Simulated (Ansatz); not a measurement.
## Equation of state of CdF2 from a dense series

```xyz
3
Lattice="0.0000 2.6940 2.6940 2.6940 0.0000 2.6940 2.6940 2.6940 0.0000" Properties=species:S:1:pos:R:3 pbc="T T T"
Cd    0.0000    0.0000    0.0000
F     1.3470    1.3470    1.3470
F     4.0410    4.0410    4.0410
```

Atom numbers follow the list: Cd1, F2, F3.

The cell comes from COD entry 9009006, which wasn't checked; take it as a given geometry.

Level of theory: DFT, LDA, all-electron LAPW, scalar-relativistic (Ansatz 0.2.0).

Sampling and basis: a Γ-centred 8×8×8 k mesh, Fermi–Dirac smearing of 0.02 eV, basis error target 1 meV/atom, no spin polarisation.

The cell is scaled evenly. Fractional coordinates are held (clamped ions).

| V (Å³/atom) | P (GPa) |
| --- | --- |
| 12.253 | 1.49 |
| 12.513 | -1.20 |
| 12.774 | -3.57 |
| 12.904 | -4.66 |
| 13.035 | -5.67 |
| 13.165 | -6.63 |
| 13.295 | -7.53 |
| 13.817 | -10.61 |

(1) Fit a third-order Birch–Murnaghan curve to the pressures.

(2) Predict the pressure at the withheld volume, 13.556 Å³/atom.

Results:

(1) P = (3B0/2)(y^(7/2) − y^(5/2))[1 + (3/4)(B0′ − 4)(y − 1)] with y = (V0/V)^(2/3) fits within 0.01 GPa for V0 = 12.393 Å³/atom, B0 = 127.1 GPa and B0′ = 4.88.

(2) There y = 0.9420, so the fit gives -9.17 GPa; the run gave -9.17 GPa.
